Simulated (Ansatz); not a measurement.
# ZnS (Wurtzite-2H): the cost of one run

Computed with Ansatz 0.2.0 (reference: DFT, HSE06, plane waves, PAW, unless a step's input says otherwise).

3 further runs of the same task are left out: 3 that didn't finish.

## Step 1: The structure to begin with

The structure is hexagonal, space group P6_3mc (No. 186). The conventional cell has a = 3.805 Å, b = 3.805 Å, c = 6.244 Å, α = 90.00°, β = 90.00°, γ = 120.00°. Around Zn (site symmetry 3m) lie 4 S at 2.33 to 2.34 Å. S (site symmetry 3m) has 4 Zn at 2.33 to 2.34 Å as nearest neighbours.

Coordinates:

```cif
data_structure
_symmetry_space_group_name_H-M 'P 1'
_symmetry_Int_Tables_number 1
_cell_length_a 3.8054
_cell_length_b 3.8054
_cell_length_c 6.2440
_cell_angle_alpha 90.000
_cell_angle_beta 90.000
_cell_angle_gamma 120.000
_cell_volume 78.31
loop_
_atom_site_label
_atom_site_type_symbol
_atom_site_fract_x
_atom_site_fract_y
_atom_site_fract_z
_atom_site_occupancy
Zn1 Zn 0.33333 0.66667 0.00534 1
Zn2 Zn 0.66667 0.33333 0.50534 1
S1 S 0.33333 0.66667 0.37966 1
S2 S 0.66667 0.33333 0.87966 1
```

## Step 2: The reference run

Input file input.yaml:

```yaml
crystal:
  lattice:
    - [3.8054280153, 0.0, 0.0]
    - [-1.9027140076, 3.2955973335, 0.0]
    - [0.0, 0.0, 6.2440175084]
  atoms:
    - { symbol: Zn, position: [0.3333333333, 0.6666666667, 0.0053397643] }
    - { symbol: Zn, position: [0.6666666667, 0.3333333333, 0.5053397643] }
    - { symbol: S, position: [0.3333333333, 0.6666666667, 0.3796602357] }
    - { symbol: S, position: [0.6666666667, 0.3333333333, 0.8796602357] }
kpoints:
  mp_grid: { grid: [6, 6, 2] }
hamiltonian:
  xc: hse06
scf:
  occupations: { method: fixed }
  n_extra_bands: 5
output:
  forces: true
  stress: true
  eigenvalues: true
```

The run is started by

```console
> ansatz run input.yaml --threads 4 --pin off --max-ram 3686MiB --backend cpu --events-out ev --progress --plain --runs-dir out
```

What time and memory should one allow on 4 threads of an Arm CPU, shared host?

About 20 s, with a peak of 1.2 GiB.
